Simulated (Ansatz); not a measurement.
**Lattice dynamics at Γ of NaCl (NiAs type)**

Perturbation theory with PBEsol in the plane-wave code Ansatz on the PBEsol cell, ground state and force constants on a 6×6×4 mesh. Spin-unpolarised throughout. Whether this structure exists isn't addressed.

It is hexagonal, P6_3/mmc (No. 194); a = 3.882 Å, c = 6.747 Å in the conventional setting, 22.02 Å³ an atom. Around Na lie 6 Cl at 2.81 Å; around Cl lie 6 Na at 2.81 Å.

Space group P6_3/mmc (No. 194). a = 3.882 Å, b = 3.882 Å, c = 6.747 Å, α = 90.00°, β = 90.00°, γ = 120.00°
```tsv
atom	site	symmetry	x	y	z
Na	2a	-3m.	0.0000	0.0000	0.0000
Cl	2c	-6m2	0.3333	0.6667	0.2500
```

Optical modes without the longitudinal term:

| ω (cm⁻¹) | degeneracy | IR intensity, summed over the level ((D/Å)²/amu) |
| --- | --- | --- |
| 111 | 2 | 0.00 |
| 119 | 2 | 0.00 |
| 163 | 2 | 7.71 |
| 171 | 1 | 0.00 |
| 172 | 1 | 4.10 |
| 241 | 1 | 0.00 |

All optical modes at Γ are real, from 111 to 241 cm⁻¹ without the longitudinal term; this says nothing of other wave vectors. With the long-range field the highest mode reaches 261 cm⁻¹. Of the real levels 2 are infrared active, the strongest at 163 cm⁻¹.

ε∞: 2.57 along x and y, 2.56 along z. With the ions relaxed, ε⁰ is 6.1 along x and y, 5.9 along z. Born charges, averaged over directions: Na +1.09, Cl -1.09 e.

For comparison, on the r2SCAN cell the mean ε∞ is 2.41 with r2SCAN (ground state on 6×6×4; least gap 5.86 eV), 2.52 with PBE (ground state on 6×6×4; least gap 5.07 eV).
